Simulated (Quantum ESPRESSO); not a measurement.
# WC (Qusongite) under changes of volume

One of the cells (10.376 Å³/atom); the others are scaled copies at fixed shape and fractional positions:

```xyz
2
Lattice="2.9065 0.0000 0.0000 -1.4532 2.5171 0.0000 0.0000 0.0000 2.8366" Properties=species:S:1:pos:R:3 pbc="T T T"
W     0.0000    0.0000    0.0000
C     1.4533    0.8390    1.4183
```

```yaml
Program: Quantum ESPRESSO 7.5
Functional: r2SCAN
Potentials_or_basis: SG15 PBE 1.2
Cutoff: 1197 eV
Density_cutoff: 4789 eV
k_mesh: 5 × 5 × 4
Occupations: fermi-dirac, width 0.05 eV
Spin: no spin polarisation
```

```csv
volume (Å³/atom),energy over the lowest point (meV/atom),pressure (GPa)
9.754,23.52,18.8
9.961,5.64,8.9
10.169,0.00,-0.1
10.376,5.39,-8.2
10.584,20.67,-15.4
10.791,?,?
10.999,76.98,-27.7
```

**Question.** What does the run at 10.791 Å³/atom give?

**Answer.** Energy over the lowest point 44.84 meV/atom; pressure -21.9 GPa.

Worked out: A Birch-Murnaghan fit of order 3 (a polynomial in V^(-2/3)) to the other rows has its minimum at 10.17 Å³/atom with B0 = V·E''(V) = 417 GPa and B' = 4.3 at fixed shape and positions, which overstates the stiffness. It gives 44.78 meV/atom at 10.791 Å³/atom, against the run's 44.84, and -dE/dV = -21.8 GPa, against -21.9.

Energies are extrapolated to zero smearing.

Caveats: all runs use coarse meshes; the potentials were made for another functional, which shifts forces and pressure.
